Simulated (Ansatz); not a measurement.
Starting cell, ZnTe (zinc blende):

```
CELL_PARAMETERS angstrom
      0.00000     3.05670     3.05670
      3.05670     0.00000     3.05670
      3.05670     3.05670     0.00000
ATOMIC_POSITIONS crystal
  Te 0.75000 0.75000 0.75000
  Zn 0.00000 0.00000 0.00000
```

In this cell atom 1 (Te, nearest neighbour Zn at 2.647 Å; its periodic images, 4.3 Å or more away, move with it) is moved by s along Cartesian x, unit vector (1.000, 0.000, 0.000); all other atoms and the cell stay fixed.

The numbers are results of r2SCAN (plane waves to 500 eV, PAW, scalar-relativistic; Ansatz, a first-principles code), not measurements. k mesh 8×8×8 (Γ-centred), Fermi-Dirac smearing 0.05 eV. Energies are smeared free energies. Spin-orbit coupling is left out, though Te is heavy. ZnTe was relaxed with its symmetry unable to fall. ΔE is measured from the undisplaced structure.

```
s (Å)   ΔE (meV/cell)
------  -------------
-0.260          164.3
-0.208          105.7
-0.156           59.7
-0.104       withheld
-0.052            6.7
0.000             0.0
0.052             6.7
0.104        withheld
0.156            59.7
0.208           105.7
0.260           164.3
```

Problem. Fit an even polynomial form (powers 2, 4) to the given rows and predict ΔE at s = -0.104.

Solution. Least squares on the 9 given rows: ΔE = (2466)·s² + (-526.2)·s⁴, in meV/cell with s in Å; root-mean-square residual 0.02 meV/cell. At -0.104 the fit gives 26.6 meV/cell; the calculation gives 26.6 meV/cell, the same to the digits shown. The quadratic term alone would give 26.7 meV/cell.

(For displaced atoms, the force is minus the slope of the energy, and its curvature is a force constant, which sets phonon frequencies.)
